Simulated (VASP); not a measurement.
# GaSb (F-43m) in VASP: notebook

Runs on GaSb. Level: PBEsol+D3(BJ). Tasks: single point.

All numbers are computed with VASP 6.6.1; they aren't measurements. Logs are shortened: lines on timing, memory, paths and dates and some standing lists are left out, and cuts for length are marked.

**Measured values to compare with.**

A printed reference work, data compilation reports, for a bulk crystal of GaSb at 4.2 K: band gap 0.811 eV (direct).

The results are compared with them further down.

**1. The cell of the first run**

The structure is cubic, space group F-43m (No. 216). Conventional cell: a = 6.014 Å, b = 6.014 Å, c = 6.014 Å, α = 90.00°, β = 90.00°, γ = 90.00°. Within 3.4 Å of Ga (site symmetry -43m) lie 4 Sb at 2.60 Å. Within 3.4 Å of Sb (site symmetry -43m) lie 4 Ga at 2.60 Å.

**2. Single point, PBEsol+D3(BJ)**

Contents of INCAR:

```
PREC = Accurate
ENCUT = 500
EDIFF = 1E-6
ISMEAR = 0
SIGMA = 0.01
LREAL = False
LASPH = True
NELM = 120
ALGO = Normal
ISIF = 2
LWAVE = False
LCHARG = False
GGA = PS
IVDW = 12
NBANDS = 16
GGA_COMPAT = False
```

Contents of KPOINTS:

```
Automatic mesh
0
Gamma
  5 5 5
```

Contents of POSCAR:

```
GaSb
1.0
    0.0000000000      3.0071425243      3.0071425243
    3.0071425243      0.0000000000      3.0071425243
    3.0071425243      3.0071425243      0.0000000000
Ga Sb
1 1
Direct
    0.0000000000      0.0000000000      0.0000000000
    0.2500000000      0.2500000000      0.2500000000
```

Potentials or basis: VASP PAW PBE potentials, release 64 (Ga_d, Sb).

Launch:

```console
$ cat potpaw_PBE.64/Ga_d/POTCAR potpaw_PBE.64/Sb/POTCAR > POTCAR
$ mpirun -np 1 vasp_std > vasp.out
```

OUTCAR:

```text
PREC = Accurate
   ENCUT = 500
   EDIFF = 1E-6
   ISMEAR = 0
   LREAL = False
   LASPH = True
   NELM = 120
   ISIF = 2
   GGA = PS
   IVDW = 12
 IVDW          = 12

 ion  position               nearest neighbor table
   1  0.000  0.000  0.000-   2 2.60   2 2.60   2 2.60   2 2.60
   2  0.250  0.250  0.250-   1 2.60   1 2.60   1 2.60   1 2.60

  LATTYP: Found a face centered cubic cell.
 ALAT       =     6.0142850486

  Lattice vectors:

 A1 = (   0.0000000000,   3.0071425243,   3.0071425243)
 A2 = (   3.0071425243,   0.0000000000,   3.0071425243)
 A3 = (   3.0071425243,   3.0071425243,   0.0000000000)

Analysis of symmetry for initial positions (statically):
=====================================================================
 Subroutine PRICEL returns:
 Original cell was already a primitive cell.

 Routine SETGRP: Setting up the symmetry group for a
 face centered cubic supercell.

 Subroutine GETGRP returns: Found 24 space group operations
 (whereof 24 operations were pure point group operations)
 out of a pool of 48 trial point group operations.

The static configuration has the point symmetry T_d .

Analysis of symmetry for dynamics (positions and initial velocities):
=====================================================================
 Subroutine PRICEL returns:
 Original cell was already a primitive cell.

 Routine SETGRP: Setting up the symmetry group for a
 face centered cubic supercell.

 Subroutine GETGRP returns: Found 24 space group operations
 (whereof 24 operations were pure point group operations)
 out of a pool of 48 trial point group operations.

The dynamic configuration has the point symmetry T_d .

 Subroutine INISYM returns: Found 24 space group operations
 (whereof 24 operations are pure point group operations),
 and found     1 'primitive' translations

----------------------------------------------------------------------------------------

                                     Primitive cell

  volume of cell :      54.3866

  direct lattice vectors                    reciprocal lattice vectors
     0.000000000  3.007142524  3.007142524    -0.166270802  0.166270802  0.166270802
     3.007142524  0.000000000  3.007142524     0.166270802 -0.166270802  0.166270802
     3.007142524  3.007142524  0.000000000     0.166270802  0.166270802 -0.166270802

  length of vectors
     4.252741742  4.252741742  4.252741742     0.287989477  0.287989477  0.287989477

  position of ions in fractional coordinates (direct lattice)
     0.000000000  0.000000000  0.000000000
[... 62 lines left out ...]
   NELM   =    120;   NELMIN=  2; NELMDL= -5     # of ELM steps
   EDIFF  = 0.1E-05   stopping-criterion for ELM
   LREAL  =      F    real-space projection
   EDIFFG = 0.1E-04   stopping-criterion for IOM
   NSW    =      0    number of steps for IOM
   IBRION =     -1    ionic relax: 0-MD 1-quasi-New 2-CG
   NFREE  =      0    steps in history (QN), initial steepest desc. (CG)
   ISIF   =      2    stress and relaxation
   ISYM   =      2    0-nonsym 1-usesym 2-fastsym
   POTIM  = 0.5000    time-step for ionic-motion
   TEBEG  =    0.0;   TEEND  =   0.0 temperature during run
   PSTRESS=    0.0 pullay stress
   NELECT =      18.0000    total number of electrons
   NUPDOWN=      -1.0000    fix difference up-down
   EMIN   =  10.00;   EMAX   =-10.00  energy-range for DOS
   EFERMI =   0.00;   METHOD = LEGACY
   ISMEAR =     0;   SIGMA  =   0.01  broadening in eV -4-tet -1-fermi 0-gaus
   EFERMI_NEDOS =   21; number of points for ismear=-14 and -15
   IALGO  =     38    algorithm
   IMIX   =      4    mixing-type and parameters
     AMIX     =   0.40;   BMIX     =  1.00
     AMIX_MAG =   1.60;   BMIX_MAG =  1.00
  volume/ion in A,a.u.               =      27.19       183.51
  Fermi-wavevector in a.u.,A,eV,Ry     =   1.132405  2.139935 17.447300  1.282340
  Thomas-Fermi vector in A             =   2.269106
   LORBIT       =      0    0 simple, 1 ext, 2 COOP (PROOUT), +10 PAW based schemes
   GGA     = PS    functional components
   LHFCALC =     F    Hartree Fock is set to
   AEXX    =    0.0000 exact exchange contribution
   IVDW    =    12    specifies the selected vdW correction
   LEPSILON=     F    determine dielectric tensor
   LRPA    =     F    only Hartree local field effects (RPA)
 non-spin polarized calculation
 Gauss-broadening in eV      SIGMA  =   0.01
  energy-cutoff  :      500.00
  volume of cell :       54.39
 maximum number of plane-waves:      1411
   NGX = 15   NGY = 15   NGZ = 15

 number of electron      18.0000001 magnetization

 Free energy of the ion-electron system (eV)
  ---------------------------------------------------
  ext. energy  EPLUGINS =         0.00000000
  ---------------------------------------------------
  free energy    TOTEN  =        -8.05255520 eV

  energy without entropy =       -8.05255520  energy(sigma->0) =       -8.05255520

 E-fermi :   5.3667     XC(G=0):  -9.4809

 val. band max:        5.2881913715   @ k =   0.0000   0.0000   0.0000
 cond. band min:       5.6455891223   @ k =   0.0000   0.0000   0.0000
 fundamental gap:      0.3573977507
 Fermi energy:         5.3666575837

 k-point     1 :       0.0000    0.0000    0.0000
  band No.  band energies     occupation
      1      -9.8415      2.00000
      2      -9.8415      2.00000
      3      -9.8415      2.00000
      4      -9.7832      2.00000
      5      -9.7832      2.00000
      6      -6.5871      2.00000
[... 167 lines left out ...]
      3      -9.8164      2.00000
      4      -9.7906      2.00000
      5      -9.7824      2.00000
      6      -4.2244      2.00000
[... 8 lines left out ...]
     15      14.8660      0.00000
     16      17.2773      0.00000

------------------------ aborting loop because EDIFF is reached ----------------------------------------

 Edisp (eV)   -0.68115

 E8    (eV) :    -0.4700

  FORCE on cell =-STRESS in cart. coord.  units (eV):
  Direction    XX          YY          ZZ          XY          YZ          ZX
  --------------------------------------------------------------------------------------
  -------------------------------------------------------------------------------------
  Total       0.31615     0.31615     0.31615     0.00000    -0.00000     0.00000
  in kB       9.31349     9.31349     9.31349     0.00000    -0.00000     0.00000
  external pressure =        9.31 kB  Pullay stress =        0.00 kB

 VOLUME and BASIS-vectors are now :
 -----------------------------------------------------------------------------
  energy-cutoff  :      500.00
  volume of cell :       54.39
      direct lattice vectors                 reciprocal lattice vectors
     0.000000000  3.007142524  3.007142524    -0.166270802  0.166270802  0.166270802
     3.007142524  0.000000000  3.007142524     0.166270802 -0.166270802  0.166270802
     3.007142524  3.007142524  0.000000000     0.166270802  0.166270802 -0.166270802

 POSITION                                       TOTAL-FORCE (eV/Angst)
 -----------------------------------------------------------------------------------
      0.00000      0.00000      0.00000        -0.000000      0.000000     -0.000000
      1.50357      1.50357      1.50357         0.000000     -0.000000      0.000000
 -----------------------------------------------------------------------------------
    total drift:                                0.000001      0.000001      0.000001

  FREE ENERGIE OF THE ION-ELECTRON SYSTEM (eV)
  ---------------------------------------------------
  free  energy   TOTEN  =        -8.7337068646 eV

  energy  without entropy=       -8.7337068646  energy(sigma->0) =       -8.73370686
```

stdout:

```text
POSCAR found type information on POSCAR GaSb
 POSCAR found :  2 types and       2 ions
 scaLAPACK will be used
 -----------------------------------------------------------------------------
|                                                                             |
|                                                                             |
|     You enforced a specific xc type in the INCAR file but a different       |
|     I HOPE YOU KNOW WHAT YOU ARE DOING!                                     |
|                                                                             |
 -----------------------------------------------------------------------------

 LDA part: xc-table for (Slater+PW92), standard interpolation
 POSCAR, INCAR and KPOINTS ok, starting setup
 FFT: planning ... GRIDC
 FFT: planning ... GRID_SOFT
 FFT: planning ... GRID
 WAVECAR not read
 entering main loop
```

Wall time 13 s (1 thread of Intel Xeon 8259CL, shared host); peak memory 0.18 GiB.

Results:

```yaml
Free_energy: -8.7337 eV
Pressure: 0.9 GPa
Band_gap_on_the_k_mesh: 0.36 eV, direct
Dispersion_energy_per_atom: -0.341 eV
```

Caveat: three body term missing; the PAW data sets were made with another functional, which shifts forces and pressure a little; spin-orbit coupling is left out, which moves the levels of the heavy elements.

**3. Single point, PBEsol+D3(BJ)**

This run uses another cell than the first one, of 28.05 Å³/atom, 1.032 times its volume.

Contents of INCAR:

```
SYSTEM = GaSb
  PREC = Accurate
  ENCUT = 500
  EDIFF = 1E-6
  ISMEAR = 0
  SIGMA = 0.01
  LREAL = .False.
  LASPH = .True.
  NELM = 120
  ALGO = Normal
  ISIF = 2
  LWAVE = .False.
  LCHARG = .False.
  GGA = PS
  IVDW = 12
  NBANDS = 16
  GGA_COMPAT = .False.
```

Contents of KPOINTS:

```
regular mesh
0
Gamma
  5 5 5
  0 0 0
```

Contents of POSCAR:

```
GaSb
1.0
    0.0000000000      3.0384691801      3.0384691801
    3.0384691801      0.0000000000      3.0384691801
    3.0384691801      3.0384691801      0.0000000000
Ga Sb
1 1
Direct
    0.0000000000      0.0000000000      0.0000000000
    0.2500000000      0.2500000000      0.2500000000
```

Potentials or basis: VASP PAW PBE potentials, release 64 (Ga_d, Sb).

Launch:

```console
$ cat potpaw_PBE.64/Ga_d/POTCAR potpaw_PBE.64/Sb/POTCAR > POTCAR
$ mpirun -np 1 vasp_std > vasp.out
```

It took 18 s on 1 thread of Intel Xeon 8259CL, shared host; peak memory 0.18 GiB.

The run converged. Its results:

* Free energy: -8.7340 eV
* Pressure: -0.9 GPa
* Band gap on the k mesh: 0.13 eV, direct
* Dispersion energy per atom: -0.330 eV

Levels at points of the mesh, in eV from the valence-band top:
| k point | band 7 | band 8 | band 9 | band 10 | band 11 | band 12 |
| --- | --- | --- | --- | --- | --- | --- |
| (0.00, 0.00, 0.00) | 0.00 | 0.00 | 0.00 | 0.13 | 2.74 | 2.74 |

Caveat: three body term missing; the PAW data sets were made with another functional, which shifts forces and pressure a little; spin-orbit coupling is left out, which moves the levels of the heavy elements.

**4. Against experiment**

Step 2. Against the measured gap of GaSb, 0.811 eV (direct; 4.2 K; a printed reference work, data compilation), the calculated 0.36 eV is off by -0.45 eV. Spin-orbit coupling on Ga, Sb is left out. The value is that of PBEsol+D3(BJ) on a finite k mesh, which can miss the band edges, without temperature or zero-point motion. Semilocal functionals fall short of measured gaps as a rule.

Step 3. A measured gap of GaSb is 0.811 eV (direct; 4.2 K; a printed reference work, data compilation); the calculated 0.13 eV misses it by -0.68 eV. Spin-orbit coupling on Ga, Sb is left out. The value is that of PBEsol+D3(BJ) on a finite k mesh, which can miss the band edges, without temperature or zero-point motion. Semilocal functionals fall short of measured gaps as a rule.
